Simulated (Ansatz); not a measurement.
**InP: band gap under strain**

Aim: follow the gap of zincblende InP through these states: +2.0 % biaxial strain in the (111) plane, free along [111]; +3.0 % biaxial strain in the (111) plane, free along [111]; +4.0 % biaxial strain in the (111) plane, free along [111]. The table at the end shows which levels were run.

The runs shown are made with Ansatz 0.2.0. PAW datasets, plane waves. No spin polarisation and no zero-point or thermal motion.

## 1. The system as given

The unstrained cell was relaxed with r2SCAN; in each strained cell the atoms were relaxed again with r2SCAN. Names of k-points are those of the unstrained zone, where strain can split equivalent points. First state: +2.0 % biaxial strain in the (111) plane, free along [111].

It is trigonal, R3m (No. 160); a = 4.261 Å, c = 10.115 Å in the conventional setting, 26.50 Å³ an atom. Around In lie 4 P at 2.56–2.59 Å; around P lie 4 In at 2.56–2.59 Å.

Structure file:

```xyz
2
Lattice="-0.0620 2.9508 2.9508 2.9508 -0.0620 2.9508 2.9508 2.9508 -0.0620" Properties=species:S:1:pos:R:3 pbc="T T T"
In   -0.0097   -0.0097   -0.0097
P     1.4696    1.4696    1.4696
```

From earlier runs on the unstrained cell: PBE 0.59 eV, r2SCAN 1.02 eV, HSE06 1.36 eV, r2SCAN+SOC 1.00 eV, G0W0 1.03 eV (on its mesh); a = 5.908 Å.

## 2. +2.0 % biaxial strain in the (111) plane, free along [111]: PBE

File input.yaml:

```yaml
crystal:
  lattice:
    - [-0.0620145514, 2.9508488361, 2.9508488361]
    - [2.9508488361, -0.0620145514, 2.9508488361]
    - [2.9508488361, 2.9508488361, -0.0620145514]
  atoms:
    - { symbol: In, position: [-0.0016536349, -0.0016536349, -0.0016536349] }
    - { symbol: P, position: [0.2516536349, 0.2516536349, 0.2516536349] }
kpoints:
  mp_grid: { grid: [8, 8, 8] }
  band_path:
    path:
      - [0.0, 0.0, 0.0]
      - [-0.5, -0.5, 0.0]
      - [-0.375, -0.375, 0.25]
      - [-0.375, 0.0, 0.375]
      - [0.0, 0.0, 0.5]
      - [-0.5, -0.25, 0.25]
    npoints: 1
hamiltonian:
  xc: pbe
scf:
  occupations: { method: fermi_dirac, width: 0.02 }
  n_extra_bands: 4
output:
  forces: true
  stress: true
  eigenvalues: true
```

Started as:

```sh
> ansatz run input.yaml --threads 2 --pin off --max-ram 29491MiB --backend cpu --events-out ev --progress --plain --runs-dir out
```

After this run come: +2.0 % biaxial strain in the (111) plane, free along [111]: r2SCAN; +2.0 % biaxial strain in the (111) plane, free along [111]: HSE06; +2.0 % biaxial strain in the (111) plane, free along [111]: r2SCAN+SOC; +2.0 % biaxial strain in the (111) plane, free along [111]: r2SCAN; +2.0 % biaxial strain in the (111) plane, free along [111]: G0W0@PBE; +3.0 % biaxial strain in the (111) plane, free along [111]: PBE; +3.0 % biaxial strain in the (111) plane, free along [111]: r2SCAN; +3.0 % biaxial strain in the (111) plane, free along [111]: HSE06; +3.0 % biaxial strain in the (111) plane, free along [111]: r2SCAN+SOC; +4.0 % biaxial strain in the (111) plane, free along [111]: PBE; +4.0 % biaxial strain in the (111) plane, free along [111]: r2SCAN; +4.0 % biaxial strain in the (111) plane, free along [111]: HSE06; +4.0 % biaxial strain in the (111) plane, free along [111]: r2SCAN+SOC.

What does the calculation give?

**Answer**, as computed:

Least gap in eV (negative: overlap), with the change from the unstrained cell in brackets. G0W0 is on its own coarse mesh.

```
                                                     state  volume change (%)           PBE        r2SCAN         HSE06          G0W0
+2.0 % biaxial strain in the (111) plane, free along [111]               +2.8  0.32 (-0.27)  0.73 (-0.29)  1.05 (-0.31)  0.69 (-0.34)
+3.0 % biaxial strain in the (111) plane, free along [111]               +4.3  0.22 (-0.37)  0.60 (-0.42)  0.91 (-0.45)             –
+4.0 % biaxial strain in the (111) plane, free along [111]               +5.8  0.17 (-0.42)  0.48 (-0.54)  0.78 (-0.58)             –
```

In words: With HSE06, of the states in the table +4.0 % biaxial strain in the (111) plane, free along [111] shifts the gap most, by -0.577 eV. PBE and HSE06 differ by 0.77 eV on the unstrained gap, and by at most 0.16 eV on its change: PBE follows the response to strain far better than the gap itself. Spin-orbit coupling is left out of the table, though the cell holds In (Z = 49); in an element this heavy it can shift bands and gaps by tenths of an eV. G0W0 here is at a finite number of bands, screening cutoff and k mesh, not at the basis limit.
